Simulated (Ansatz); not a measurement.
# Zn in Al(100), 2x2: scattering by a point defect

Aim: the resistance that Zn in Al(100), 2x2 adds to the host.

Main program and level: Ansatz 0.2.0; Ansatz plane-wave DFT, PBE, PAW files; ballistic transport by layer matching (Landauer), zero bias; PAW set soft_1, in the first sound run; inputs show where later runs differ.

## (1) The structure

The cell holds 48 atoms: 47 Al and 1 Zn. Its edges and angles: a = 5.725 Å, b = 5.725 Å, c = 24.288 Å, α = 90.0°, β = 90.0°, γ = 90.0°. It derives from Al. Regions: lead, 24 atoms (24 Al); scattering region, 24 atoms (23 Al and 1 Zn). The structure is stacked along c, and the current runs across the ab planes.

## (2) Transmission at ideal sites

The defect sits in one plane of the supercell, all atoms on ideal sites; the layers about the cell's end are the lead. The mesh across the current, 10×10, is finer than the density's, because channels open and close sharply across the zone. Energies from -0.1 to 0.1 eV in steps of 0.05 eV are too few for the program's thermal sum, so it prints no conductance; for a metal the transmission near the Fermi level serves, at a fraction of the cost.

File input.yaml:

```yaml
crystal:
  lattice:
    - [5.7246940741, 0.0, 0.0]
    - [0.0, 5.7246940741, 0.0]
    - [0.0, 0.0, 24.28782]
  atoms:
    - { symbol: Al, position: [0.0, 0.0, 0.0416666667] }
    - { symbol: Al, position: [0.0, 0.5, 0.0416666667] }
    - { symbol: Al, position: [0.5, 0.0, 0.0416666667] }
    - { symbol: Al, position: [0.5, 0.5, 0.0416666667] }
    - { symbol: Al, position: [0.25, 0.25, 0.125] }
    - { symbol: Al, position: [0.25, 0.75, 0.125] }
    - { symbol: Al, position: [0.75, 0.25, 0.125] }
    - { symbol: Al, position: [0.75, 0.75, 0.125] }
    - { symbol: Al, position: [0.0, 0.0, 0.2083333333] }
    - { symbol: Al, position: [0.0, 0.5, 0.2083333333] }
    - { symbol: Al, position: [0.5, 0.0, 0.2083333333] }
    - { symbol: Al, position: [0.5, 0.5, 0.2083333333] }
    - { symbol: Al, position: [0.25, 0.25, 0.2916666667] }
    - { symbol: Al, position: [0.25, 0.75, 0.2916666667] }
    - { symbol: Al, position: [0.75, 0.25, 0.2916666667] }
    - { symbol: Al, position: [0.75, 0.75, 0.2916666667] }
    - { symbol: Al, position: [0.0, 0.0, 0.375] }
    - { symbol: Al, position: [0.0, 0.5, 0.375] }
    - { symbol: Al, position: [0.5, 0.0, 0.375] }
    - { symbol: Al, position: [0.5, 0.5, 0.375] }
    - { symbol: Al, position: [0.25, 0.25, 0.4583333333] }
    - { symbol: Al, position: [0.25, 0.75, 0.4583333333] }
    - { symbol: Al, position: [0.75, 0.25, 0.4583333333] }
    - { symbol: Al, position: [0.75, 0.75, 0.4583333333] }
    - { symbol: Zn, position: [0.0, 0.0, 0.5416666667] }
    - { symbol: Al, position: [0.0, 0.5, 0.5416666667] }
    - { symbol: Al, position: [0.5, 0.0, 0.5416666667] }
    - { symbol: Al, position: [0.5, 0.5, 0.5416666667] }
    - { symbol: Al, position: [0.25, 0.25, 0.625] }
    - { symbol: Al, position: [0.25, 0.75, 0.625] }
    - { symbol: Al, position: [0.75, 0.25, 0.625] }
    - { symbol: Al, position: [0.75, 0.75, 0.625] }
    - { symbol: Al, position: [0.0, 0.0, 0.7083333333] }
    - { symbol: Al, position: [0.0, 0.5, 0.7083333333] }
    - { symbol: Al, position: [0.5, 0.0, 0.7083333333] }
    - { symbol: Al, position: [0.5, 0.5, 0.7083333333] }
    - { symbol: Al, position: [0.25, 0.25, 0.7916666667] }
    - { symbol: Al, position: [0.25, 0.75, 0.7916666667] }
    - { symbol: Al, position: [0.75, 0.25, 0.7916666667] }
    - { symbol: Al, position: [0.75, 0.75, 0.7916666667] }
    - { symbol: Al, position: [0.0, 0.0, 0.875] }
    - { symbol: Al, position: [0.0, 0.5, 0.875] }
    - { symbol: Al, position: [0.5, 0.0, 0.875] }
    - { symbol: Al, position: [0.5, 0.5, 0.875] }
    - { symbol: Al, position: [0.25, 0.25, 0.9583333333] }
    - { symbol: Al, position: [0.25, 0.75, 0.9583333333] }
    - { symbol: Al, position: [0.75, 0.25, 0.9583333333] }
    - { symbol: Al, position: [0.75, 0.75, 0.9583333333] }
kpoints:
  mp_grid: { grid: [4, 4, 1] }
hamiltonian:
  xc: pbe
  pseudopotentials: { kind: paw, azcp: { folder: soft_1 } }
scf:
  occupations: { method: fermi_dirac, width: 0.1 }
output:
  transmission: { leads: [[0, 4]], kmesh: [10, 10], e_range: [-0.1, 0.1], de: 0.05 }
  write_potential: true
  write_density: true
  volumetric_format: npy
  elf: true
```

On the command line:

```sh
$ ansatz run input.yaml --threads 4 --pin off --max-ram 15360MiB --backend cpu --events-out ev --progress --plain --runs-dir out
```

Numbers of over 12 decimals in the logs are rounded to 6 here.

The program printed:

```text
Engine: ansatz 0.2.0, aarch64-unknown-linux-gnu
Pseudopotentials: kind: paw
Pseudopotential: Al, paw, valence charge 3, recommended cutoff 420 eV (normal), soft_1/Al.paw.azcp
Pseudopotential: Zn, paw, valence charge 12, recommended cutoff 420 eV (normal), soft_1/Zn.paw.azcp
Functional definition: PBE
  parameter kappa = 0.804
  parameter beta = 0.066725
  exchange = pbe_x(kappa = kappa, mu = beta*pi^2/3)
  correlation = pbe_c(beta = beta)
Crystal: 48 atoms, lattice volume = 795.963 Å³
Basis set: ecut = 420 eV, 15629 PW (Γ)
Bands: 125, of which v1, the nominal top of the filled ones, is band 77 counted from 1 (76 counted from 0)
Symmetry: 16 space group operations
Space group: P4/mmm (ITA 123), of the structure as read, at distance tolerance 9.3e-5 Å
k-points: 6 of 16
Non-local potential: Al, projectors of the file, l = 0: 2, l = 1: 2, l = 2: 1
Non-local potential: Zn, projectors of the file, l = 0: 2, l = 1: 2, l = 2: 3, l = 3: 1
PAW form: soft (Blöchl's): semilocal exchange-correlation on the pseudo side does not see the compensation charge
PAW one-centre angular grid: Al, 110 points (default); XC on 64 Gauss nodes
PAW one-centre angular grid: Zn, 590 points (default); XC on 64 Gauss nodes
Initial density: superposition of atomic densities (chi_scale 0.1, normalization cell, long waves kept (reshape's long-wave potential 0.14 eV rms))
Initial wavefunctions: pseudopotential atomic-orbital guess
Functional: x = pbe(κ = 0.804, μ = 0.219515), c = pbe(β = 0.066725)
SCF iter   1: F=—  HF=-28584.511664 eV  |F-HF|=—  |Δ(HF+E_count)|=         —  Δρ=3.09e-2  dr2=4.08e1  ethr=3.10e-3  ⟨swp⟩=6.5  Hψ=3675  notcnv=0  defer=21
preconditioner: auto → Kerker (q_TF=auto, 2.073 Å⁻¹)  [metal: Δε(μ)=0.018 eV  Ē_g=6.728 eV  σ=0.100 eV  W_gap=0.05  n_scr=112 (ndim 8)  ℏωp=16.3 eV  f_vac=0.000  D(μ)=24.09/eV (n_scr^D=158)]
SCF iter   2: F=—  HF=-28582.895665 eV  |F-HF|=—  |Δ(HF+E_count)|=    1.62e0  Δρ=1.94e-2  dr2=8.41e0  ethr=3.10e-3  ⟨swp⟩=3.0  Hψ=1549  notcnv=0  defer=58
SCF iter   3: F=—  HF=-28582.325595 eV  |F-HF|=—  |Δ(HF+E_count)|=   5.70e-1  Δρ=1.75e-2  dr2=2.94e0  ethr=3.10e-3  ⟨swp⟩=2.0  Hψ=1434  notcnv=0  defer=72
SCF iter   4: F=—  HF=-28581.602520 eV  |F-HF|=—  |Δ(HF+E_count)|=   7.23e-1  Δρ=3.60e-3  dr2=1.26e-1  ethr=1.92e-3  ⟨swp⟩=3.0  Hψ=1518  notcnv=0  defer=80
SCF iter   5: F=—  HF=-28581.573692 eV  |F-HF|=—  |Δ(HF+E_count)|=   2.88e-2  Δρ=6.57e-4  dr2=9.22e-3  ethr=8.23e-5  ⟨swp⟩=2.0  Hψ=879  notcnv=0  defer=80
SCF iter   6: F=—  HF=-28581.572455 eV  |F-HF|=—  |Δ(HF+E_count)|=   1.24e-3  Δρ=1.21e-4  dr2=7.35e-5  ethr=6.02e-6  ⟨swp⟩=2.0  Hψ=747  notcnv=0  defer=80
SCF iter   7: F=—  HF=-28581.572568 eV  |F-HF|=—  |Δ(HF+E_count)|=   1.13e-4  Δρ=8.45e-5  dr2=4.76e-5  ethr=4.80e-8  ⟨swp⟩=2.2  Hψ=1109  notcnv=0  defer=80
SCF iter   8: F=—  HF=-28581.572555 eV  |F-HF|=—  |Δ(HF+E_count)|=   1.29e-5  Δρ=5.64e-6  dr2=8.16e-7  ethr=3.11e-8  ⟨swp⟩=2.0  Hψ=1048  notcnv=0  defer=80
SCF iter   9: F=-28581.572555 eV  HF=-28581.572555 eV  |F-HF|=1.07e-8  |Δ(HF+E_count)|=   3.57e-8  Δρ=1.25e-6  dr2=1.42e-8  ethr=6.54e-11  ⟨swp⟩=17.7  Hψ=3267  notcnv=0
SCF 1 converged in 9 iterations: F = -28581.572555 eV  dr2 = 1.42e-8
  greatest PAW one-centre occupation: 0.979 electrons in one spin orbital (limit 2), on the Zn atom at site 24 (counted from 0), in its partial waves of l = 2
transmission: 68 of 651 steps passed
transmission: 138 of 651 steps passed
[...]
transmission: 651 of 651 steps passed
SCF converged after 9 iterations
Free energy (F): -28581.572555 eV
Harris-Foulkes:  -28581.572555 eV  (|F-HF|=1.07e-8)
Internal energy: -28580.794745 eV  (E = F + TS)
E sigma→0 (E₀):  -28581.183650 eV
Entropy (-TS):   -0.777810 eV (-16.204 meV/atom)
Fermi energy:    7.830239 eV
--- Per-component energies (eV) ---
  E_band       = 509.881421
  E_kinetic    = 1200.951862
  E_local      = -2731.905992  (includes V_loc(G=0)·N_el)
  E_nonlocal   = 1285.078958
  E_hartree    = 1377.467391
  E_xc         = -1847.524450
  E_vxc        = -1419.178459  (∫ρ·V_xc dr)
  E_paw        = -23956.929868  (= ΣΔE_a)
  E_vpaw       = -579.993033  (= ΣTr[D̂ρ^β])
  E_aug_tail   = -0.000389  (compensation charges beyond the density's cutoff)
  E_ewald      = -3907.932258
  E_smearing   = -0.777810  (= −TS)
  E_closure    = -0.000000  (closes the sum)
  Σ components = -28581.572555   (vs F -28581.572555, Δ=0.00e0)
--- Band table (eV; the first three rows and the last of 6) ---
  k-point 0: bands = [... 73 lower, 7.1387, 7.2292, 7.2563, 7.2627, 7.2666, 7.2666, 7.2725, 7.2778, ... 44 higher]
  k-point 1: bands = [... 73 lower, 7.5268, 7.5281, 7.5560, 7.5727, 7.5941, 7.6252, 8.2010, 8.2034, ... 44 higher]
  k-point 2: bands = [... 73 lower, 7.5967, 7.6181, 7.6556, 7.6980, 8.2618, 8.2755, 8.2816, 8.2956, ... 44 higher]
  k-point 5: bands = [... 73 lower, 8.1757, 8.1757, 8.2027, 8.2121, 8.7494, 8.7510, 8.7582, 8.7582, ... 44 higher]
--- Transmission ---
  basis      : 293 plane waves across, 31 finite elements along
  points     : 21, standing for a mesh of 10 x 10
  energies   : 5 from -0.100000 to 0.100000 eV about the Fermi level, 0.050000 eV apart; the leads are filled to 0.000000 eV, and channels, transmission and decay are at 0.000000 eV
  crystal 0  : Al4, at the sites [0, 4], period 2.0240 Å, over 22.26 Å; its Hamiltonian steps by up to 9.6 meV
    offset         : up to 0.0000 Å between an atom of the period and one for which it stands
    channels       : 6.090000e0 a spin
    conductance    : none, the energies end too early or step too widely for 300 K: set another output.transmission.e_range or a lower de, or, where they end at an eighth of basis.ecutwfc, a higher one
  junction   : crystal 0 to crystal 0, 1.33 to 23.59 Å
    transmission   : 5.832778e0 a spin
    conductance    : none, the energies end too early or step too widely for 300 K: set another output.transmission.e_range or a lower de, or, where they end at an eighth of basis.ecutwfc, a higher one
```

Elapsed: 4.1 min, on 4 threads of Arm Neoverse V1, shared host; peak memory 2.5 GiB.

Reading the cycles: dr2 is the Hartree energy of the density residual (eV), the measure of convergence; HF is the Harris–Foulkes estimate of the energy, which meets the free energy F at convergence.

This run has no spin polarisation although its electron count is odd.

This step gave:

| Property | Result |
| --- | --- |
| free energy | -28581.5726 eV |
| energy at zero smearing | -28581.1837 eV |
| Fermi energy | 7.830 eV |
| cell area | 32.77 Å² |
| transmission per spin nearest the Fermi level | 5.833 |
| open channels per spin nearest the Fermi level | 6.09 |
| step of the lead's potential | 9.6 meV |

Per spin. The transmission, zone mean by energy, zero at the Fermi level:

```
energy (eV)  transmission, zone mean
    -0.1000                     5.94
    -0.0500                     5.93
     0.0000                     5.83
     0.0500                     6.08
     0.1000                     6.14
```

Per spin. The open channels, zone mean, lead by energy, zero at the Fermi level:

```
energy (eV)  open channels, zone mean, lead
    -0.1000                            6.21
    -0.0500                            6.21
     0.0000                            6.09
     0.0500                            6.37
     0.1000                            6.45
```

Transmission over k1 and k2. At 0.0000 eV from the Fermi level.

Values, 10 rows by 10 columns:
```
3.65 3.86 3.93 5.94 5.94 5.93 5.94 5.94 3.93 3.86
5.75 3.93 5.83 6.43 5.96 5.96 5.96 6.43 5.83 3.93
7.74 5.94 6.43 5.96 4.97 6.80 4.97 5.96 6.43 5.94
7.80 5.94 5.96 4.97 8.36 4.94 8.36 4.97 5.96 5.94
7.81 5.93 5.96 6.80 4.94 8.63 4.94 6.80 5.96 5.93
7.80 5.94 5.96 4.97 8.36 4.94 8.36 4.97 5.96 5.94
7.74 5.94 6.43 5.96 4.97 6.80 4.97 5.96 6.43 5.94
5.75 3.93 5.83 6.43 5.96 5.96 5.96 6.43 5.83 3.93
3.65 3.86 3.93 5.94 5.94 5.93 5.94 5.94 3.93 3.86
3.40 3.65 5.75 7.74 7.80 7.81 7.80 7.74 5.75 3.65
```
Columns: k1 (b1) from -0.5 to 0.4; rows upwards: k2 (b2) from -0.5 to 0.4.

Open channels over k1 and k2. At 0.0000 eV from the Fermi level.

Values, 10 rows by 10 columns:
```
4.00 4.00 4.00 6.00 6.00 6.00 6.00 6.00 4.00 4.00
6.00 4.00 6.00 7.00 6.00 6.00 6.00 7.00 6.00 4.00
8.00 6.00 7.00 7.00 5.00 8.00 5.00 7.00 7.00 6.00
8.00 6.00 6.00 5.00 9.00 5.00 9.00 5.00 6.00 6.00
8.00 6.00 6.00 8.00 5.00 9.00 5.00 8.00 6.00 6.00
8.00 6.00 6.00 5.00 9.00 5.00 9.00 5.00 6.00 6.00
8.00 6.00 7.00 7.00 5.00 8.00 5.00 7.00 7.00 6.00
6.00 4.00 6.00 7.00 6.00 6.00 6.00 7.00 6.00 4.00
4.00 4.00 4.00 6.00 6.00 6.00 6.00 6.00 4.00 4.00
4.00 4.00 6.00 8.00 8.00 8.00 8.00 8.00 6.00 4.00
```
Columns: k1 (b1) from -0.5 to 0.4; rows upwards: k2 (b2) from -0.5 to 0.4.

Electrostatic potential energy in the ca plane at fractional y = 0.000, with atoms of Al and Zn within 0.2 Å of it. With pseudopotentials it is smooth inside the atoms' cores, unlike the true potential.

Values in units of 1e0 eV, 8 rows by 16 columns, each cell a mean:
```
-1.8 -2.5  6.7  8.9 -1.7 -2.4  6.5  9.3 -3.0 -8.7  7.2  9.0 -1.4 -2.4  6.2  9.1
 6.3  4.3  8.2  7.9  6.4  4.2  8.2  7.9  7.3  5.3  8.4  7.8  6.5  4.1  8.2  7.8
 3.7  0.6  8.0  8.1  3.9  0.5  8.0  8.1  4.0  0.4  7.9  8.2  4.2  0.3  7.9  8.1
-1.7  0.3  6.1  9.1 -1.5  0.4  5.8  9.2 -1.6  0.6  5.6  9.3 -1.5  0.8  5.4  9.3
-1.9 -2.5  6.7  9.0 -1.7 -2.4  6.5  9.0 -1.6 -2.4  6.3  9.1 -1.5 -2.4  6.1  9.1
 6.4  4.4  8.2  7.9  6.5  4.3  8.2  7.8  6.6  4.4  8.2  7.8  6.6  4.2  8.2  7.8
 3.7  0.7  8.0  8.1  3.9  0.6  8.0  8.2  4.9  1.3  8.3  8.1  4.2  0.3  7.9  8.1
-1.6  0.1  6.2  9.1 -1.5  0.3  5.8  9.5 -4.7 -9.6  6.6  9.3 -1.4  0.7  5.4  9.3
```
Columns run along c (16.0 Å, from fractional 0.17 to 0.83 of the cell; values clipped at the 3rd and 97th percentile), rows up along a (5.7 Å). Atoms in or near the plane, at fractional coordinates: Al at (0.21, 0.00), Al at (0.21, 0.50), Al at (0.38, 0.00), Al at (0.38, 0.50), Zn at (0.54, 0.00), Al at (0.54, 0.50), Al at (0.71, 0.00), Al at (0.71, 0.50).

ELF in the ca plane at fractional y = 0.000, with atoms of Al and Zn within 0.2 Å of it. It is the smooth field of the valence electrons, not physical close to the nuclei.

Ten even steps from '0' (0.01) to '9' (0.63), each cell a mean:
```
84112775346841127753343100023434685111675345
98547986667995479876554211235556799647987667
99999998888999999988876433357888899999998888
99999999999999999999998766778999999999999999
99999998888999999988889998999888899999998888
98547986667985479866679854698766799546987667
84122775346841227753468512277534685121675345
73251674335732516743367416167533574160574335
86214875456872148854578721488645687314886456
99889987778998899887789987898877899879987778
99999999999999999999998888888999999999999999
99999999999999999999987654567899999999999999
99889987778998899877765322246677899889987778
86214885456872148854443200124445687213886456
73251674335732616743332100023333574170574335
```
Columns run along c (16.0 Å, from fractional 0.17 to 0.83 of the cell), rows up along a (5.7 Å). Atoms in or near the plane, at fractional coordinates: Al at (0.21, 0.00), Al at (0.21, 0.50), Al at (0.38, 0.00), Al at (0.38, 0.50), Zn at (0.54, 0.00), Al at (0.54, 0.50), Al at (0.71, 0.00), Al at (0.71, 0.50).

Valence density in the ca plane at fractional y = 0.000, with atoms of Al and Zn within 0.2 Å of it. It is the smooth field of the valence electrons, not physical close to the nuclei.

Ten steps, logarithmic in the rise over the least value, from '0' (0 e/Å³) to '9' (33 e/Å³), each cell a mean:
```
00000000000000000000001378520000000000000000
00000000000000000000000133210000000000000000
00000000000000000000000011100000000000000000
00000000000000000000000000000000000000000000
00000000000000000000000000000000000000000000
00000000000000000000000000000000000000000000
00000000000000000000000000000000000000000000
00000000000000000000000000000000000000000000
00000000000000000000000000000000000000000000
00000000000000000000000000000000000000000000
00000000000000000000000000000000000000000000
00000000000000000000000000000000000000000000
00000000000000000000000112100000000000000000
00000000000000000000001256410000000000000000
00000000000000000000001389620000000000000000
```
Columns run along c (16.0 Å, from fractional 0.17 to 0.83 of the cell), rows up along a (5.7 Å). Atoms in or near the plane, at fractional coordinates: Al at (0.21, 0.00), Al at (0.21, 0.50), Al at (0.38, 0.00), Al at (0.38, 0.50), Zn at (0.54, 0.00), Al at (0.54, 0.50), Al at (0.71, 0.00), Al at (0.71, 0.50).

Over the solved energies the transmission per spin lies between 5.83 and 6.14, out of 6.27 channels of the lead on average (up to 6.45).

## (3) Resistance at ideal sites

This step: Ansatz plane-wave DFT, PBE, PAW files; ballistic transport by layer matching (Landauer), zero bias; area resistance of the defect plane and resistivity an atomic per cent; PAW set soft_1 (Ansatz 0.2.0).

Numbers from this step:

```
area resistance                                                                                 : 0.03126 fΩ m²
T over the leads' mean channel count                                                            : 0.9560
resistivity per at.% scaled from this dense plane, with the factor 3/4 for isotropic scattering : 0.4633 µΩ cm
```

Averaged over the energies near the Fermi level, 95.6 % of the channels pass, which makes 0.0313 fΩ m².

By hand, with T and the leads' channels N averaged over the energies near the Fermi level: RA = A (h/2e²)(1/T − 1/N) = 32.77×10⁻²⁰ m² × 12 906 Ω × (1/5.950 − 1/6.223) = 0.0313 fΩ m². Per atomic per cent: RA × A / V_atom × 0.01 × 3/4 = 0.463 µΩ cm, with the host's V_atom = 16.58 Å³.

(Part 1 of 2 ends here.)

[Logs are printed without paths, hosts, clocks, repeated set-up lines and the standing remarks that a program may print on its own settings, such as how far it seeks lower states.]

[Hosts, paths, dates, database ids (printed as entryN), source tags and the programs' standing remarks are cut or masked in the printed files.]
